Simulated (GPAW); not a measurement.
GaAs, 2 atoms in the cell. Symmetry: F-43m, No. 216, cubic system. The conventional cell has a = 5.654 Å, b = 5.654 Å, c = 5.654 Å, α = 90.00°, β = 90.00°, γ = 90.00°. As (site symmetry -43m) is surrounded by 4 Ga at 2.45 Å. Ga (site symmetry -43m) is surrounded by 4 As at 2.45 Å. 

- Program: GPAW 26.7.0
- Task: single point
- Functional: PBE
- Potentials or basis: GPAW PAW data sets (gpaw-data 1.2.1)
- Cutoff: 600 eV
- Basis: pw
- k mesh: 8 × 8 × 8
- Occupations: fermi-dirac, width 0.05 eV
- Spin: no spin polarisation
- Maxiter: 150

Potentials or basis: GPAW PAW data sets (gpaw-data 1.2.1), pw.

Command:

```bash
$ OMP_NUM_THREADS=1 python run.py
```

Hardware: 1 thread of Arm Neoverse V2, with other jobs on the host.

Question: How long does it take, and how much memory?

Answer: Run time: 8.3 s on 1 thread of Arm Neoverse V2 (shared host), peak memory 0.15 GiB. Counts: scf iterations 9, plane waves 1540, bands 11, k points 29.
